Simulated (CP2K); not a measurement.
Crystal: GaAs.

```xyz
2
Lattice="3.9978 0.0000 0.0000 1.9989 3.4622 0.0000 1.9989 1.1541 3.2642" Properties=species:S:1:pos:R:3 pbc="T T T"
As    5.9967    3.4622    2.4481
Ga    0.0000    0.0000    0.0000
```

Base run:

- Program: CP2K 2026.2
- Functional: PBE
- Potentials or basis: POTENTIAL_UZH As GTH-PBE-q5, Ga GTH-PBE-q13; ccGRB-D basis
- Density cutoff: 6123 eV
- k mesh: 8 × 8 × 8
- Occupations: fermi-dirac, width 0.05 eV
- Spin: no spin polarisation

Its results: band gap on the k mesh 0.60 eV, direct; pressure 5.8 GPa.

**Question.** The run is repeated on the same cell with these changes: potentials or basis from POTENTIAL_UZH As GTH-PBE-q5, Ga GTH-PBE-q13; ccGRB-D basis to POTENTIAL_UZH As GTH-PBE-q5, Ga GTH-PBE-q13; TZVP-MOLOPT-PBE-GTH basis; basis sets from As ccGRB-D-q5, Ga ccGRB-D-q13 to As TZVP-MOLOPT-PBE-GTH-q5, Ga TZVP-MOLOPT-PBE-GTH-q13. What comes out?

**Answer.** Band gap on the k mesh 0.48 eV, direct; pressure 4.0 GPa.

Caveats: the basis of atomic orbitals isn't converged, which shifts pressures, moduli and gaps; the real-space grid breaks the cell's symmetry a little (some runs).

A k mesh can miss the band edges.
